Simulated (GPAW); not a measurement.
# AgCl (Chlorargyrite) (Fm-3m) in GPAW: reference runs

How does AgCl (Chlorargyrite) come out in PBEsol? The cell is run as given and disturbed.

Everything below comes from runs of GPAW 26.7.0. Logs are shortened: lines on timing, memory, paths and dates and some standing lists are left out, and cuts for length are marked. The log counts tension as positive stress, the text compression.

**The experiment to reproduce.**

A printed reference work, data compilation reports, for a bulk crystal of AgCl: band gap 3.249 eV (indirect).

The results are compared with them further down.

### Step 1. The crystal as given

The structure is cubic, space group Fm-3m (No. 225). The conventional cell has a = 5.470 Å, b = 5.470 Å, c = 5.470 Å, α = 90.00°, β = 90.00°, γ = 90.00°. Ag (site symmetry m-3m) has 6 Cl at 2.73 Å as nearest neighbours. Cl (site symmetry m-3m) is surrounded by 6 Ag at 2.73 Å.

### Step 2. Single point, PBEsol

run.py

```python
from ase import Atoms
from ase.dft.bandgap import bandgap
from ase.io import write
from ase.units import GPa
from gpaw import GPAW, PW, setup_paths

setup_paths.insert(0, '.')

atoms = Atoms(['Ag', 'Cl'],
              cell=[[0.0, 2.735, 2.735],
                    [2.735, 0.0, 2.735],
                    [2.735, 2.735, 0.0]],
              scaled_positions=[[0.0, 0.0, 0.0],
                                [0.5, 0.5, 0.5]],
              pbc=True)

calc = GPAW(mode=PW(600),
            xc='PBEsol',
            kpts={'size': (8, 8, 8), 'gamma': True},
            occupations={'name': 'fermi-dirac', 'width': 0.05},
            nbands=23,
            convergence={'density': 1e-05, 'energy': 1e-05},
            maxiter=150,
            txt='gpaw.txt')
atoms.calc = calc
energy = atoms.get_potential_energy()
forces = atoms.get_forces()
stress = atoms.get_stress()
calc.write('gs.gpw')
write('result.traj', atoms)
print(f'Energy: {energy:.6f} eV')
print('Forces (eV/A):')
print(forces.round(4))
print('Stress (GPa):', (stress / GPa).round(3))
print('Fermi level:', round(calc.get_fermi_level(), 4), 'eV')
print(f'Gap: {bandgap(calc)[0]:.4f} eV, direct: {bandgap(calc, direct=True)[0]:.4f} eV')
```

Potentials or basis: PAW data sets generated in the run's folder for this functional, pw.

Run with:

```bash
> gpaw-setup -f PBEsol Ag Cl
> OMP_NUM_THREADS=1 python run.py
```

gpaw.txt:

```text
__  _  _
 | _ |_)|_||  |
 |__||  | ||/\| - 26.7.0

Input parameters:
  mode=PW(ecut=600.0),
  convergence={'density': 1e-05, 'energy': 1e-05},
  kpts=MonkhorstPack(size=(8, 8, 8), gamma=True),
  maxiter=150,
  nbands=23,
  occupations=Occupations(name='fermi-dirac', width=0.05),
  xc=XC(name='PBEsol')

Diagonalizing LCAO Hamiltonian
Converting LCAO to pw mode

                Cl

       Ag

Atoms  # Å, Bohr magnetons
|   | symbol |        x |        y |        z |    initial magnetic moments |
|---|--------|----------|----------|----------|-----------------------------|
| 0 |     Ag | 0.000000 | 0.000000 | 0.000000 | ( 0.0000,  0.0000,  0.0000) |
| 1 |     Cl | 2.735000 | 2.735000 | 2.735000 | ( 0.0000,  0.0000,  0.0000) |

Unit cell  # Å
| periodic |        x |        y |        z |  lengths |    angles |
|----------|----------|----------|----------|----------|-----------|
|      yes | 0.000000 | 2.735000 | 2.735000 | 3.867874 | 60.000000 |
|      yes | 2.735000 | 0.000000 | 2.735000 | 3.867874 | 60.000000 |
|      yes | 2.735000 | 2.735000 | 0.000000 | 3.867874 | 60.000000 |

Number of symmetries: 48
Symmetry operations  # r_c * U_cc + t_c -> r_c
|    | kind |            matrix            |
|----|------|------------------------------|
|  0 |  σ   |  1, 0, 0,  1, 0,-1,  1,-1, 0 |
|  1 |  C2  |  1, 0, 0,  1,-1, 0,  1, 0,-1 |
|  2 |  E   |  1, 0, 0,  0, 1, 0,  0, 0, 1 |
|  3 |  σ   |  1, 0, 0,  0, 0, 1,  0, 1, 0 |
|  4 |  C4  |  1, 0,-1,  1, 0, 0,  1,-1, 0 |
|  5 |  S6  |  1, 0,-1,  1,-1, 0,  1, 0, 0 |
|  6 |  σ   |  1, 0,-1,  0, 1,-1,  0, 0,-1 |
|  7 |  C3  |  1, 0,-1,  0, 0,-1,  0, 1,-1 |
|  8 |  S6  |  1,-1, 0,  1, 0, 0,  1, 0,-1 |
|  9 |  C4  |  1,-1, 0,  1, 0,-1,  1, 0, 0 |
| 10 |  C3  |  1,-1, 0,  0,-1, 1,  0,-1, 0 |
| 11 |  σ   |  1,-1, 0,  0,-1, 0,  0,-1, 1 |
| 12 |  σ   |  0, 1, 0,  1, 0, 0,  0, 0, 1 |
| 13 |  C4  |  0, 1, 0,  0, 1,-1, -1, 1, 0 |
| 14 |  C3  |  0, 1, 0,  0, 0, 1,  1, 0, 0 |
| 15 |  S6  |  0, 1, 0, -1, 1, 0,  0, 1,-1 |
| 16 |  C2  |  0, 1,-1,  1, 0,-1,  0, 0,-1 |
| 17 |  σ   |  0, 1,-1,  0, 1, 0, -1, 1, 0 |
| 18 |  S4  |  0, 1,-1,  0, 0,-1,  1, 0,-1 |
| 19 |  C4  |  0, 1,-1, -1, 1, 0,  0, 1, 0 |
| 20 |  C3  |  0, 0, 1,  1, 0, 0,  0, 1, 0 |
| 21 |  σ   |  0, 0, 1,  0, 1, 0,  1, 0, 0 |
| 22 |  S6  |  0, 0, 1,  0,-1, 1, -1, 0, 1 |
| 23 |  C4  |  0, 0, 1, -1, 0, 1,  0,-1, 1 |
| 24 |  S4  |  0, 0,-1,  1, 0,-1,  0, 1,-1 |
| 25 |  C3  |  0, 0,-1,  0, 1,-1,  1, 0,-1 |
| 26 |  C2  |  0, 0,-1,  0,-1, 0, -1, 0, 0 |
| 27 |  S6  |  0, 0,-1, -1, 0, 0,  0,-1, 0 |
| 28 |  S4  |  0,-1, 1,  1,-1, 0,  0,-1, 0 |
| 29 |  C4  |  0,-1, 1,  0, 0, 1, -1, 0, 1 |
| 30 |  C2  |  0,-1, 1,  0,-1, 0,  1,-1, 0 |
| 31 |  σ   |  0,-1, 1, -1, 0, 1,  0, 0, 1 |
| 32 |  C3  |  0,-1, 0,  1,-1, 0,  0,-1, 1 |
| 33 |  S6  |  0,-1, 0,  0, 0,-1, -1, 0, 0 |
| 34 |  S4  |  0,-1, 0,  0,-1, 1,  1,-1, 0 |
| 35 |  C2  |  0,-1, 0, -1, 0, 0,  0, 0,-1 |
| 36 |  C2  | -1, 1, 0,  0, 1, 0,  0, 1,-1 |
| 37 |  S6  | -1, 1, 0,  0, 1,-1,  0, 1, 0 |
| 38 |  S4  | -1, 1, 0, -1, 0, 1, -1, 0, 0 |
| 39 |  C3  | -1, 1, 0, -1, 0, 0, -1, 0, 1 |
| 40 |  S6  | -1, 0, 1,  0, 0, 1,  0,-1, 1 |
| 41 |  C2  | -1, 0, 1,  0,-1, 1,  0, 0, 1 |
| 42 |  C3  | -1, 0, 1, -1, 1, 0, -1, 0, 0 |
| 43 |  S4  | -1, 0, 1, -1, 0, 0, -1, 1, 0 |
| 44 |  C2  | -1, 0, 0,  0, 0,-1,  0,-1, 0 |
| 45 |  i   | -1, 0, 0,  0,-1, 0,  0, 0,-1 |
| 46 |  σ   | -1, 0, 0, -1, 1, 0, -1, 0, 1 |
| 47 |  C2  | -1, 0, 0, -1, 0, 1, -1, 1, 0 |

BZ-sampling:
  Number of BZ points: 512
  Number of IBZ points: 29

  Monkhorst-Pack size: [8, 8, 8]
  Monkhorst-Pack shift: [0.0625, 0.0625, 0.0625]

K-points  # in reciprocal-cell coordinates
|     |                                coordinates |     weight |
|-----|--------------------------------------------|------------|
|   0 | (  0.00000000,   0.00000000,   0.00000000) | 0.00195312 |
|   1 | (  0.12500000,   0.12500000,   0.00000000) | 0.01171875 |
|   2 | (  0.12500000,   0.12500000,   0.12500000) | 0.01562500 |
|   3 | (  0.25000000,   0.12500000,   0.12500000) | 0.02343750 |
|   4 | (  0.25000000,   0.25000000,   0.00000000) | 0.01171875 |
|   5 | (  0.25000000,   0.25000000,   0.12500000) | 0.04687500 |
|   6 | (  0.25000000,   0.25000000,   0.25000000) | 0.01562500 |
|   7 | (  0.37500000,   0.25000000,  -0.37500000) | 0.04687500 |
|   8 | (  0.37500000,   0.25000000,   0.12500000) | 0.04687500 |
|   9 | (  0.37500000,   0.25000000,   0.25000000) | 0.04687500 |
| ... |                                            |            |
|  28 | (  0.50000000,   0.50000000,   0.50000000) | 0.00781250 |

Plane wave coefficients: 1384
Cutoff: 600.0 eV

Spin-components: 1 (collinear spins)
Bands:           23
Projectors:      11
Spin-degeneracy: 2
Datatype:        complex128

Parallelization:
  kpt:    1
  domain: 1
  band:   1

Density:
  Valence electrons: 24.0
  Components: 1
  Grid points: [24 24 24]
  Charge: 0.0  # |e|

Potential:
  Grid points: [24 24 24]

species:
  Ag:
    name:    Silver
    Z:       47.0
    valence: 17
    core:    30
    charge:  0.0  # [|e|]
    compensation charges:
      type: gauss
      rc: 0.40  # [Å]
      lmax: 2
    cutoffs:
      filter: 2.35  # [Å]
      core: 2.19  # [Å]
    projectors
    | kind |    occ | energy [eV] | rcut [Å] |
    |------|--------|-------------|----------|
    |   5s |  1.000 |      -4.417 |    1.286 |
    |   4p |  6.000 |     -58.524 |    1.328 |
    |   5p |  0.000 |      -0.670 |    1.328 |
    |   4d | 10.000 |      -7.455 |    1.180 |
    |    s |        |      22.795 |    1.286 |
    |    d |        |      19.756 |    1.180 |

    Using partial waves for Ag as LCAO basis

  Cl:
    name:    Chlorine
    Z:       17.0
    valence: 7
    core:    10
    charge:  0.0  # [|e|]
    compensation charges:
      type: gauss
      rc: 0.25  # [Å]
      lmax: 2
    cutoffs:
      filter: 1.40  # [Å]
      core: 1.49  # [Å]
    projectors
    | kind |    occ | energy [eV] | rcut [Å] |
    |------|--------|-------------|----------|
    |   3s |  2.000 |     -20.615 |    0.794 |
    |   3p |  5.000 |      -8.561 |    0.794 |
    |    s |        |       6.597 |    0.794 |
    |    p |        |      18.651 |    0.794 |
    |    d |        |       0.000 |    0.794 |

    Using partial waves for Cl as LCAO basis

Reference energy: -157065.071766  # eV

eigensolver:
  PPCG
  Converge bands: occupied
  niter=2

density mixing:
  MSR1-Mixer
  Pratt-step length: 0.05
  Maximum mixing coefficient: 0.75
  Old densities: 10
  SVD Regularization: 0.005
  Good broyden scale: 1.0
  Trust region scale: 1.0
  Backstep threshold: 4.0
  History deletion threshold: 6.0
  Fourier metric: weight=20.0, sigma=0.015

occupation numbers:
  Fermi-Dirac:
    width: 0.0500  # eV

poisson solver:
  ecut: 4800.0  # eV

xc functional:
  name: PBEsol with 2 nearest neighbor stencil

convergence criteria:
[... 6 lines left out ...]
|iter     | |      energy | eigst |  dens |
|---------|-|-------------|-------|-------|
|iter:   1| |   -6.292612 | -0.51 |       |
|iter:   2| |   -6.265602 | -2.31 | -1.57 |
|iter:   3| |   -6.158027 | -2.49 | -1.61 |
|iter:   4| |   -6.156203 | -3.97 | -2.07 |
|iter:   5| |   -6.155829 | -4.50 | -2.50 |
|iter:   6| |   -6.155843 | -5.89 | -3.26 |
|iter:   7| |   -6.155847c| -7.17 | -3.79 |
|iter:   8| |   -6.155847c| -7.91c| -4.98 |
|iter:   9| |   -6.155847c| -8.77c| -5.63c|

Converged in 9 steps
Energy contributions relative to reference atoms: (reference = -157065.071766)

Energy contributions:
  Kinetic:           9.196652
  Coulomb:          -8.938594
  Zero:              0.072848
  External:          0.000000
  Xc:               -6.486746
  Entropy:          -0.000013
  Spinorbit:         0.000000
  ----------------------------
  Free energy:      -6.155853
  Extrapolated:     -6.155847

dipole moment: (-16.737174, -16.737174, -16.737174)  # |e|*Ang

Fermi level: 4.906
Eigenvalues  # (at kpt = [0.000, 0.000, 0.000])
| band index |      eig [eV] | occ [0-2] |
|------------|---------------|-----------|
|          0 |       -48.891 |     2.000 |
|        ... |               |           |
|          4 |         1.818 |     2.000 |
|          5 |         1.818 |     2.000 |
|          6 |         1.818 |     2.000 |
|          7 |         1.861 |     2.000 |
|          8 |         1.861 |     2.000 |
|          9 |         1.950 |     2.000 |
[... 8 lines left out ...]
|         18 |        17.921 |     0.000 |
|         19 |        17.921 |     0.000 |
|        ... |               |           |
|         22 |        24.516 |     0.000 |

Gap: 0.704 eV
Transition (v -> c):
  (s=0, k=28, n=11, [0.50, 0.50, 0.50]) -> (s=0, k=0, n=12, [0.00, 0.00, 0.00])
Direct/indirect transitions are different
Direct gap: 3.173 eV
Transition at: (s=0, k=2, n=11, [0.12, 0.12, 0.12])

Forces  # eV/Ang
|       x |        y |        z |
|---------|----------|----------|
| 0.00000 | -0.00000 |  0.00000 |  # Ag   0
| 0.00000 | -0.00000 | -0.00000 |  # Cl   1

Stress tensor  # eV/Ang^3
|        x |        y |        z |
|----------|----------|----------|
| 0.003631 | 0.000000 | 0.000000 |
| 0.000000 | 0.003631 | 0.000000 |
| 0.000000 | 0.000000 | 0.003631 |

# Writing to gs.gpw (mode='')
```

Run time: 26 s. Hardware: 1 thread of Intel Xeon Platinum 8259CL at 2.50GHz (Skylake/Cascade Lake), shared host; peak memory 0.16 GiB.

What came out:

```
Free energy            : -6.1559 eV
Pressure               : -0.6 GPa
Band gap on the k mesh : 0.70 eV, indirect (least direct gap 3.17 eV)
```

Levels at points of the mesh, in eV from the valence-band top:
| k point | band 8 | band 9 | band 10 | band 11 | band 12 | band 13 | band 14 | band 15 | band 16 | band 17 |
| --- | --- | --- | --- | --- | --- | --- | --- | --- | --- | --- |
| (0.00, 0.00, 0.00) | -2.62 | -2.62 | -2.53 | -2.53 | -2.53 | 0.70 | 10.55 | 10.55 | 10.55 | 12.03 |
| (0.50, 0.50, 0.00) | -3.04 | -2.40 | -2.10 | -2.10 | -1.99 | 2.13 | 7.74 | 8.58 | 11.56 | 11.56 |
| (0.50, 0.50, 0.50) | -2.24 | -2.24 | -1.90 | 0.00 | 0.00 | 3.88 | 6.65 | 7.35 | 7.35 | 13.27 |

### Step 3. Single point, PBEsol (atoms moved at random, drawn with an rms of 0.05 Å)

run.py: that of step 2 with these lines changed.

```diff
@@ -12,4 +12,4 @@
                     [2.735, 2.735, 0.0]],
-              scaled_positions=[[0.0, 0.0, 0.0],
-                                [0.5, 0.5, 0.5]],
+              scaled_positions=[[-0.017198, 0.011295, -0.004485],
+                                [0.496284, 0.509075, 0.50356]],
               pbc=True)
```

Potentials or basis: PAW data sets generated in the run's folder for this functional, pw.

Run with:

```bash
> gpaw-setup -f PBEsol Ag Cl
> OMP_NUM_THREADS=1 python run.py
```

Wall time 2.7 min (1 thread of Intel Xeon Platinum 8259CL at 2.50GHz (Skylake/Cascade Lake), shared host); peak memory 0.35 GiB.

It converged, with:

* Free energy: -6.1530 eV
* Pressure: -0.5 GPa
* Largest force: 0.086 eV/Å
* Band gap on the k mesh: 0.70 eV, indirect (least direct gap 3.02 eV)

Forces on the atoms (eV/Å):
```
Ag   0.019  0.074  0.038
Cl  -0.019 -0.074 -0.038
```

Stress tensor (GPa, compression positive):
```
-0.57 -0.02 -0.01
-0.02 -0.39 -0.03
-0.01 -0.03 -0.53
```

Levels at points of the mesh, in eV from the valence-band top:
```
           k point  band 9  band 10  band 11  band 12  band 13  band 14  band 15  band 16
(0.00, 0.00, 0.00)   -2.64    -2.42    -2.39    -2.32     0.70    10.50    10.53    10.54
(0.00, 0.00, 0.50)   -2.25    -1.91    -0.02    -0.01     3.89     6.64     7.35     7.36
(0.00, 0.50, 0.00)   -2.25    -1.91    -0.02    -0.01     3.89     6.64     7.35     7.37
(0.00, 0.50, 0.50)   -2.37    -2.11    -2.11    -2.00     2.13     7.71     8.57    11.57
(0.50, 0.00, 0.00)   -2.25    -1.91    -0.02     0.00     3.88     6.64     7.35     7.36
(0.50, 0.00, 0.50)   -2.40    -2.11    -2.11    -2.00     2.13     7.73     8.58    11.56
(0.50, 0.50, 0.00)   -2.37    -2.11    -2.11    -2.00     2.13     7.71     8.58    11.57
(0.50, 0.50, 0.50)   -2.25    -1.91    -0.01     0.00     3.88     6.64     7.34     7.35
```

### Step 4. How close it comes

Step 2. Measured gap of AgCl: 3.249 eV (indirect; a printed reference work, data compilation). This calculation gives 0.70 eV (-2.54 eV). So large a miss can be the level of theory's own, or it may mean another phase, state or a wrong row. Spin-orbit coupling on Ag is left out. The value is that of PBEsol on a finite k mesh, which can miss the band edges, without temperature or zero-point motion. Semilocal functionals fall short of measured gaps as a rule.
